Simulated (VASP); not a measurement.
**Zr: relaxation of cell and atoms with PBE**

The system is Zr.

```
Zr
1.0
    -1.78627    1.78627    1.78627
     1.78627   -1.78627    1.78627
     1.78627    1.78627   -1.78627
Zr
1
Direct
  0.00000 0.00000 0.00000
```

This isn't the form of Zr at room conditions, which is hcp.

```yaml
Program: VASP 6.6.1
Task: relaxation of cell and atoms
Functional: PBE
Potentials_or_basis: VASP PAW PBE potentials, release 64 (Zr_sv)
Cutoff: 520 eV
k_mesh: 17 × 17 × 17
Occupations: gaussian, width 0.1 eV
Spin: no spin polarisation
Further_INCAR_settings: ALGO = Normal; EDIFF = 1e-07; IBRION = 2; POTIM = 0.3; EDIFFG = -0.005; NSW = 60; ISIF = 3
```

| Property | Result |
| --- | --- |
| Pressure after relaxing | 0.0 GPa |
| Band gap on the k mesh | none (metal or under the smearing width) |

Final structure:
```
Zr
1.0
    -1.78627    1.78627    1.78627
     1.78627   -1.78627    1.78627
     1.78627    1.78627   -1.78627
Zr
1
Direct
  0.00000 0.00000 0.00000
```

Levels at points of the mesh, in eV from the Fermi level:
| k point | band 2 | band 3 | band 4 | band 5 | band 6 | band 7 | band 8 | band 9 | band 10 |
| --- | --- | --- | --- | --- | --- | --- | --- | --- | --- |
| (0.00, 0.00, 0.00) | -25.94 | -25.94 | -25.94 | -5.41 | 1.13 | 1.13 | 1.13 | 3.65 | 3.65 |

Wall time 9.1 s on 1 thread of Intel(R) Xeon(R) 6975P-C (Granite Rapids) (shared host), peak memory 0.16 GiB.

Caveat: the relaxation stopped at its first step, so nothing moved.
